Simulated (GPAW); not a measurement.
# SnTe (Fm-3m) in GPAW: single point with PBE

Aim: the single point of SnTe with PBE.

Program: GPAW 26.7.0. These are calculated values, not measurements. Logs are shortened: lines on timing, memory, paths and dates and some standing lists are left out, and cuts for length are marked. The log counts tension as positive stress, the text compression.

**What was measured.**

A printed reference work, textbook reports, for a bulk crystal of SnTe at 300 K: band gap 0.18 eV (direct).

How close the calculation comes is told below.

**1. The structure**

Symmetry: Fm-3m, No. 225, cubic system. The conventional cell has a = 6.302 Å, b = 6.302 Å, c = 6.302 Å, α = 90.00°, β = 90.00°, γ = 90.00°. Around Te (site symmetry m-3m) lie 6 Sn at 3.15 Å. Sn (site symmetry m-3m) has 6 Te at 3.15 Å as nearest neighbours.

**2. Single point, PBE**

The input, run.py:

```python
from ase.dft.bandgap import bandgap
from ase.io import read, write
from ase.units import GPa
from gpaw import GPAW, PW

atoms = read('SnTe.xyz')

calc = GPAW(mode=PW(450),
            xc='PBE',
            kpts={'size': (6, 6, 6), 'gamma': True},
            occupations={'name': 'fermi-dirac', 'width': 0.05},
            nbands=19,
            maxiter=120,
            txt='gpaw.txt')
atoms.calc = calc
energy = atoms.get_potential_energy()
forces = atoms.get_forces()
stress = atoms.get_stress()
calc.write('gs.gpw')
write('result.traj', atoms)
print(f'Energy: {energy:.6f} eV')
print('Forces (eV/A):')
print(forces.round(4))
print('Stress (GPa):', (stress / GPa).round(3))
print('Fermi level:', round(calc.get_fermi_level(), 4), 'eV')
print(f'Gap: {bandgap(calc)[0]:.4f} eV, direct: {bandgap(calc, direct=True)[0]:.4f} eV')
```

The input, SnTe.xyz:

```xyz
2
Lattice="0.0000000000 3.1508500000 3.1508500000 3.1508500000 0.0000000000 3.1508500000 3.1508500000 3.1508500000 0.0000000000" Properties=species:S:1:pos:R:3 pbc="T T T"
Te     3.1508500000      3.1508500000      3.1508500000
Sn     0.0000000000      0.0000000000      0.0000000000
```

Potentials or basis: GPAW PAW data sets (gpaw-data 1.2.1), pw.

Launch:

```bash
> OMP_NUM_THREADS=1 python run.py
```

gpaw.txt:

```text
__  _  _
 | _ |_)|_||  |
 |__||  | ||/\| - 26.7.0

Input parameters:
  mode=PW(ecut=450.00000000000006),
  kpts=MonkhorstPack(size=(6, 6, 6), gamma=True),
  maxiter=120,
  nbands=19,
  occupations=Occupations(name='fermi-dirac', width=0.05),
  xc=XC(name='PBE')

Diagonalizing LCAO Hamiltonian
Converting LCAO to pw mode

                 Te

       Sn

Atoms  # Å, Bohr magnetons
|   | symbol |        x |        y |        z |    initial magnetic moments |
|---|--------|----------|----------|----------|-----------------------------|
| 0 |     Te | 3.150850 | 3.150850 | 3.150850 | ( 0.0000,  0.0000,  0.0000) |
| 1 |     Sn | 0.000000 | 0.000000 | 0.000000 | ( 0.0000,  0.0000,  0.0000) |

Unit cell  # Å
| periodic |        x |        y |        z |  lengths |    angles |
|----------|----------|----------|----------|----------|-----------|
|      yes | 0.000000 | 3.150850 | 3.150850 | 4.455975 | 60.000000 |
|      yes | 3.150850 | 0.000000 | 3.150850 | 4.455975 | 60.000000 |
|      yes | 3.150850 | 3.150850 | 0.000000 | 4.455975 | 60.000000 |

Number of symmetries: 48
Symmetry operations  # r_c * U_cc + t_c -> r_c
|    | kind |            matrix            |
|----|------|------------------------------|
|  0 |  σ   |  1, 0, 0,  1, 0,-1,  1,-1, 0 |
|  1 |  C2  |  1, 0, 0,  1,-1, 0,  1, 0,-1 |
|  2 |  E   |  1, 0, 0,  0, 1, 0,  0, 0, 1 |
|  3 |  σ   |  1, 0, 0,  0, 0, 1,  0, 1, 0 |
|  4 |  C4  |  1, 0,-1,  1, 0, 0,  1,-1, 0 |
|  5 |  S6  |  1, 0,-1,  1,-1, 0,  1, 0, 0 |
|  6 |  σ   |  1, 0,-1,  0, 1,-1,  0, 0,-1 |
|  7 |  C3  |  1, 0,-1,  0, 0,-1,  0, 1,-1 |
|  8 |  S6  |  1,-1, 0,  1, 0, 0,  1, 0,-1 |
|  9 |  C4  |  1,-1, 0,  1, 0,-1,  1, 0, 0 |
| 10 |  C3  |  1,-1, 0,  0,-1, 1,  0,-1, 0 |
| 11 |  σ   |  1,-1, 0,  0,-1, 0,  0,-1, 1 |
| 12 |  σ   |  0, 1, 0,  1, 0, 0,  0, 0, 1 |
| 13 |  C4  |  0, 1, 0,  0, 1,-1, -1, 1, 0 |
| 14 |  C3  |  0, 1, 0,  0, 0, 1,  1, 0, 0 |
| 15 |  S6  |  0, 1, 0, -1, 1, 0,  0, 1,-1 |
| 16 |  C2  |  0, 1,-1,  1, 0,-1,  0, 0,-1 |
| 17 |  σ   |  0, 1,-1,  0, 1, 0, -1, 1, 0 |
| 18 |  S4  |  0, 1,-1,  0, 0,-1,  1, 0,-1 |
| 19 |  C4  |  0, 1,-1, -1, 1, 0,  0, 1, 0 |
| 20 |  C3  |  0, 0, 1,  1, 0, 0,  0, 1, 0 |
| 21 |  σ   |  0, 0, 1,  0, 1, 0,  1, 0, 0 |
| 22 |  S6  |  0, 0, 1,  0,-1, 1, -1, 0, 1 |
| 23 |  C4  |  0, 0, 1, -1, 0, 1,  0,-1, 1 |
| 24 |  S4  |  0, 0,-1,  1, 0,-1,  0, 1,-1 |
| 25 |  C3  |  0, 0,-1,  0, 1,-1,  1, 0,-1 |
| 26 |  C2  |  0, 0,-1,  0,-1, 0, -1, 0, 0 |
| 27 |  S6  |  0, 0,-1, -1, 0, 0,  0,-1, 0 |
| 28 |  S4  |  0,-1, 1,  1,-1, 0,  0,-1, 0 |
| 29 |  C4  |  0,-1, 1,  0, 0, 1, -1, 0, 1 |
| 30 |  C2  |  0,-1, 1,  0,-1, 0,  1,-1, 0 |
| 31 |  σ   |  0,-1, 1, -1, 0, 1,  0, 0, 1 |
| 32 |  C3  |  0,-1, 0,  1,-1, 0,  0,-1, 1 |
| 33 |  S6  |  0,-1, 0,  0, 0,-1, -1, 0, 0 |
| 34 |  S4  |  0,-1, 0,  0,-1, 1,  1,-1, 0 |
| 35 |  C2  |  0,-1, 0, -1, 0, 0,  0, 0,-1 |
| 36 |  C2  | -1, 1, 0,  0, 1, 0,  0, 1,-1 |
| 37 |  S6  | -1, 1, 0,  0, 1,-1,  0, 1, 0 |
| 38 |  S4  | -1, 1, 0, -1, 0, 1, -1, 0, 0 |
| 39 |  C3  | -1, 1, 0, -1, 0, 0, -1, 0, 1 |
| 40 |  S6  | -1, 0, 1,  0, 0, 1,  0,-1, 1 |
| 41 |  C2  | -1, 0, 1,  0,-1, 1,  0, 0, 1 |
| 42 |  C3  | -1, 0, 1, -1, 1, 0, -1, 0, 0 |
| 43 |  S4  | -1, 0, 1, -1, 0, 0, -1, 1, 0 |
| 44 |  C2  | -1, 0, 0,  0, 0,-1,  0,-1, 0 |
| 45 |  i   | -1, 0, 0,  0,-1, 0,  0, 0,-1 |
| 46 |  σ   | -1, 0, 0, -1, 1, 0, -1, 0, 1 |
| 47 |  C2  | -1, 0, 0, -1, 0, 1, -1, 1, 0 |

BZ-sampling:
  Number of BZ points: 216
  Number of IBZ points: 16
[... 61 lines left out ...]
    |   5p |  4.000 |      -5.955 |    1.196 |
    |    s |        |      12.123 |    1.180 |
    |    p |        |      21.256 |    1.196 |
    |    d |        |       0.000 |    1.238 |

    Using partial waves for Te as LCAO basis

  Sn:
    name:    Tin
    Z:       50.0
    valence: 14
    core:    36
    charge:  0.0  # [|e|]
    compensation charges:
      type: gauss
      rc: 0.38  # [Å]
      lmax: 2
    cutoffs:
      filter: 2.23  # [Å]
      core: 2.35  # [Å]
    projectors
    | kind |    occ | energy [eV] | rcut [Å] |
    |------|--------|-------------|----------|
    |   5s |  2.000 |     -10.538 |    1.201 |
    |   5p |  2.000 |      -3.696 |    1.270 |
    |   4d | 10.000 |     -25.845 |    1.185 |
    |    s |        |      16.674 |    1.201 |
    |    p |        |      23.515 |    1.270 |
    |    d |        |       1.367 |    1.185 |

    Using partial waves for Sn as LCAO basis

Reference energy: -352801.376741  # eV

eigensolver:
  PPCG
  Converge bands: occupied
  niter=2

density mixing:
  MSR1-Mixer
  Pratt-step length: 0.05
  Maximum mixing coefficient: 0.75
  Old densities: 10
  SVD Regularization: 0.005
  Good broyden scale: 1.0
  Trust region scale: 1.0
  Backstep threshold: 4.0
  History deletion threshold: 6.0
  Fourier metric: weight=20.0, sigma=0.015

occupation numbers:
  Fermi-Dirac:
    width: 0.0500  # eV

poisson solver:
  ecut: 3600.0000000000005  # eV

xc functional:
  name: PBE with 2 nearest neighbor stencil

convergence criteria:
- Maximum [total energy] change in last 3 cyles: 0.0005 eV / valence electron
- Maximum integral of absolute [dens]ity change: 0.0001 electrons / valence electron
- Maximum integral of absolute [eigenst]ate change: 4e-08 eV^2 / valence electron
maximum number of iterations: 120

SCF iterations
|iter     | |      energy | eigst |  dens |
|---------|-|-------------|-------|-------|
|iter:   1| |   -7.805248 | -0.19 |       |
|iter:   2| |   -7.798922 | -2.34 | -1.48 |
|iter:   3| |   -7.768024 | -2.72 | -1.52 |
|iter:   4| |   -7.769308 | -4.18 | -2.11 |
|iter:   5| |   -7.769523c| -4.81 | -2.61 |
|iter:   6| |   -7.769532c| -6.25 | -3.32 |
|iter:   7| |   -7.769533c| -7.58c| -4.17c|

Converged in 7 steps
Energy contributions relative to reference atoms: (reference = -352801.376741)

Energy contributions:
  Kinetic:          15.261312
  Coulomb:         -15.306884
  Zero:              0.185958
  External:          0.000000
  Xc:               -7.908823
  Entropy:          -0.002192
  Spinorbit:         0.000000
  ----------------------------
  Free energy:      -7.770629
  Extrapolated:     -7.769533

dipole moment: (-21.374850, -21.374850, -21.374850)  # |e|*Ang

Fermi level: 6.521
Eigenvalues  # (at kpt = [0.000, 0.000, 0.000])
| band index |      eig [eV] | occ [0-2] |
|------------|---------------|-----------|
|          0 |       -15.434 |     2.000 |
|        ... |               |           |
|          2 |       -15.427 |     2.000 |
|          3 |       -15.427 |     2.000 |
|          4 |       -15.427 |     2.000 |
|          5 |        -6.329 |     2.000 |
|          6 |         1.800 |     2.000 |
|          7 |         4.307 |     2.000 |
[... 9 lines left out ...]
|         17 |        13.377 |     0.000 |
|         18 |        13.377 |     0.000 |

Gap: 0.106 eV
Transition (v -> c):
  (s=0, k=15, n=9, [0.50, 0.50, 0.50]) -> (s=0, k=15, n=10, [0.50, 0.50, 0.50])
No difference between direct/indirect transitions

Forces  # eV/Ang
|        x |        y |        z |
|----------|----------|----------|
| -0.00000 | -0.00000 |  0.00000 |  # Te   0
|  0.00000 |  0.00000 | -0.00000 |  # Sn   1

Stress tensor  # eV/Ang^3
|         x |         y |         z |
|-----------|-----------|-----------|
| -0.007574 | -0.000000 |  0.000000 |
| -0.000000 | -0.007574 |  0.000000 |
|  0.000000 |  0.000000 | -0.007574 |

# Writing to gs.gpw (mode='')
```

Run time: 10 s. Hardware: 1 thread of Arm Neoverse V1, shared host; peak memory 0.15 GiB.

Results:

```
Free energy            : -7.7706 eV
Pressure               : 1.2 GPa
Band gap on the k mesh : 0.11 eV, direct
```

Levels at points of the mesh, in eV from the valence-band top:
| k point | band 8 | band 9 | band 10 | band 11 | band 12 | band 13 |
| --- | --- | --- | --- | --- | --- | --- |
| (0.00, 0.00, 0.00) | -2.16 | -2.16 | -2.16 | 3.33 | 3.33 | 3.33 |
| (0.50, 0.50, 0.00) | -5.59 | -3.76 | -3.76 | 2.17 | 4.91 | 4.91 |
| (0.50, 0.50, 0.50) | -1.82 | -1.82 | 0.00 | 0.11 | 0.35 | 0.35 |

Caveat: the cutoff is short for stress and forces, so pressures can be off by a GPa or more; spin-orbit coupling is left out, which moves the levels of the heavy elements.

**3. The reference run**

An earlier run on the cell as given: functional PBEsol; potentials or basis PAW data sets generated in the run's folder for this functional; cutoff 600 eV; basis pw; k mesh 7 × 7 × 7; occupations fermi-dirac, width 0.05 eV; no spin polarisation.

- Pressure: -0.7 GPa

**4. Against experiment**

Step 2. Measured gap of SnTe: 0.18 eV (direct; 300 K; a printed reference work, textbook). This calculation gives 0.11 eV (-0.07 eV). Spin-orbit coupling on Sn, Te is left out. The value is that of PBE on a finite k mesh, which can miss the band edges, without temperature or zero-point motion. Semilocal functionals fall short of measured gaps as a rule.
